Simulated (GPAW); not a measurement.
Crystal: GaN.

```
Ga N
1.0
     3.18000    0.00000    0.00000
    -1.59000    2.75396    0.00000
     0.00000    0.00000    5.16600
Ga N
2 2
Direct
  0.66667 0.33333 0.50000
  0.33333 0.66667 0.00000
  0.66667 0.33333 0.87500
  0.33333 0.66667 0.37500
```

```yaml
Program: GPAW 26.7.0
Task: relaxation of cell and atoms
Functional: revTPSS
Dispersion: D4
Potentials_or_basis: GPAW PAW data sets (gpaw-data 1.2.1)
Cutoff: 800 eV
Basis: pw
k_mesh: 7 × 7 × 4
Occupations: fermi-dirac, width 0.05 eV
Spin: no spin polarisation
```

At the start: pressure 6.2 GPa; volume 11.31 Å³/atom.

Question: How do energy, volume and symmetry change on relaxing?

Answer: Over 6 steps the energy falls by 7.6 meV/atom and the volume is 11.63 Å³/atom (+2.8 %); space group P6_3mc (No. 186, to 0.05 Å).

The path:
| step | energy change (eV) | largest force (eV/Å) | pressure (GPa) | volume (Å³) |
| --- | --- | --- | --- | --- |
| 1 | 0.0000 | 0.1842 | 6.15 | 45.24 |
| 2 | -0.0098 | 0.0882 | 5.06 | 45.45 |
| 3 | -0.0275 | 0.1044 | 1.26 | 46.24 |
| 4 | -0.0294 | 0.0824 | 0.46 | 46.41 |
| 5 | -0.0304 | 0.0227 | -0.07 | 46.53 |
| 6 | -0.0304 | 0.0013 | -0.05 | 46.52 |

Final structure:
```
Ga N
1.0
     3.20942   -0.00003    0.00000
    -1.60473    2.77942    0.00000
     0.00000    0.00000    5.21522
Ga N
2 2
Cartesian
  1.6047 0.9265 2.6019
  0.0000 1.8529 -0.0057
  1.6047 0.9265 4.5690
  0.0000 1.8529 1.9613
```

Caveat: the data sets keep Ga 3d, Li 1s and Be 1s frozen, and some such compounds lay over 1.5 % in volume off other programs; later steps reuse the first step's grids; the PAW data sets were made with another functional, which shifts forces and pressure a little.
